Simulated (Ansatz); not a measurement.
# BP: the cost of one run

Program: Ansatz 0.2.0. Level of theory: DFT PBEsol, scalar-relativistic, plane waves, PAW. These are calculated values, not measurements.

2 further runs of the same task are left out: 2 that didn't finish.

## Step 1: Starting point

The structure is cubic, space group F-43m (No. 216). Conventional cell: a = 4.538 Å, b = 4.538 Å, c = 4.538 Å, α = 90.00°, β = 90.00°, γ = 90.00°. B (site symmetry -43m) has 4 P at 1.97 Å as nearest neighbours. P (site symmetry -43m) is surrounded by 4 B at 1.97 Å.

Coordinates:

```
B P
1.0
     0.00000    2.26900    2.26900
     2.26900    0.00000    2.26900
     2.26900    2.26900    0.00000
B P
1 1
Direct
  0.00000 0.00000 0.00000
  0.75000 0.75000 0.75000
```

The cell is taken as given, not relaxed at this level.

## Step 2: The reference: the undisturbed cell on the scan's mesh

The input, input.yaml:

```yaml
crystal:
  lattice:
    - [0.0, 2.269, 2.269]
    - [2.269, 0.0, 2.269]
    - [2.269, 2.269, 0.0]
  atoms:
    - { symbol: B, position: [0.0, 0.0, 0.0] }
    - { symbol: P, position: [0.75, 0.75, 0.75] }
basis:
  ecutwfc: 420
kpoints:
  mp_grid: { grid: [10, 10, 10] }
hamiltonian:
  xc: pbesol
scf:
  occupations: { method: gaussian, width: 0.05 }
output:
  forces: true
  stress: true
  eigenvalues: true
```

On the command line:

```bash
$ ansatz run input.yaml --threads 1 --pin off --max-ram 1228MiB --backend cpu --events-out ev --progress --plain --runs-dir out
```

Q: Estimate wall time and peak memory on 1 thread of an Arm CPU, shared host.

About 1.4 s, with a peak of 0.26 GiB.
